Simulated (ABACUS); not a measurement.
TaN under changes of volume

One of the cells (10.776 Å³/atom); the others are scaled copies at fixed shape and fractional positions:

```
Ta N
1.0
     2.93800    0.00000    0.00000
    -1.46900    2.54438    0.00000
     0.00000    0.00000    2.88300
Ta N
1 1
Direct
  0.00000 0.00000 0.50000
  0.66667 0.33333 0.00000
```

```yaml
Program: ABACUS 3.10.1
Functional: PBE
Potentials_or_basis: PseudoDojo NC SR 0.4.1 PBE standard
Cutoff: 1361 eV
Density_cutoff: 5442 eV
Basis: DZP LCAO (the cutoffs set its grid)
k_mesh: 10 × 10 × 9
Occupations: fermi-dirac, width 0.05 eV
Spin: no spin polarisation
```

| volume (Å³/atom) | energy over the lowest point (meV/atom) | pressure (GPa) |
| --- | --- | --- |
| 10.129 | 72.69 | 30.8 |
| 10.345 | ? | ? |
| 10.560 | 14.77 | 12.9 |
| 10.776 | 2.54 | 5.4 |
| 10.991 | 0.00 | -1.5 |
| 11.207 | 6.17 | -7.6 |
| 11.422 | 20.17 | -13.1 |

Task: What does the run at 10.345 Å³/atom give?

Result: Energy over the lowest point 37.75 meV/atom; pressure 21.4 GPa.

Worked out: A Birch-Murnaghan fit of order 3 (a polynomial in V^(-2/3)) to the other rows has its minimum at 10.94 Å³/atom with B0 = V·E''(V) = 336 GPa and B' = 4.3 at fixed shape and positions, which overstates the stiffness. It gives 37.69 meV/atom at 10.345 Å³/atom, against the run's 37.75, and -dE/dV = 21.4 GPa, against 21.4.

Energies are extrapolated to zero smearing.

Caveats: the atomic orbitals were generated for these runs and aren't a published set; the basis of atomic orbitals isn't converged, which shifts pressures, moduli and gaps.
